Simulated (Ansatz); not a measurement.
MoS2:

```
CELL_PARAMETERS angstrom
1.58000 0.91221 6.15000
-1.58000 0.91221 6.15000
0.00000 -1.82443 6.15000
ATOMIC_POSITIONS crystal
Mo 0.00000 0.00000 0.00000
S 0.41700 0.41700 0.41700
S 0.25000 0.25000 0.25000
```

Measurements of this composition are mostly on another form, of space group No. 194.

* Program: Ansatz 0.2.0
* Task: relaxation of cell and atoms
* Functional: r2SCAN
* Potentials or basis: Ansatz PAW
* Cutoff: 500 eV (not typed: the program's choice for these potentials)
* k mesh: 10 × 10 × 10
* Occupations: fermi-dirac, width 0.05 eV
* Spin: no spin polarisation
* Hubbard terms: Mo d U = 3 eV

At the start: volume 17.73 Å³/atom.

Q: How do energy, volume and symmetry change on relaxing?

A: It ends after 7 steps and the volume is 19.03 Å³/atom (+7.3 %); space group R3m (No. 160, to 0.05 Å).

Step by step:
| step | energy change (eV) | largest force (eV/Å) | volume (Å³) |
| --- | --- | --- | --- |
| 1 | 0.0000 | 0.3545 | 53.18 |
| 2 | -0.0129 | 0.2533 | 57.50 |
| 3 | -0.0266 | 0.0501 | 56.55 |
| 4 | -0.0272 | 0.0032 | 56.69 |
| 5 | -0.0273 | 0.0055 | 56.93 |
| 6 | -0.0273 | 0.0019 | 57.08 |
| 7 | -0.0282 | 0.0020 | 57.08 |

Final structure:
```
Mo S
1.0
     1.59329    0.91989    6.49099
    -1.59329    0.91989    6.49099
     0.00000   -1.83978    6.49099
Mo S
1 2
Cartesian
  0.0000 0.0000 0.0021
  0.0000 0.0000 8.0447
  0.0000 0.0000 4.9417
```

Caveat: the plane-wave basis is chosen anew once the cell has moved, so the energies of steps on either side of that aren't comparable; the PAW data sets come from PBE, with cores solved anew for the run's functional, which leaves a small shift of forces and pressure.
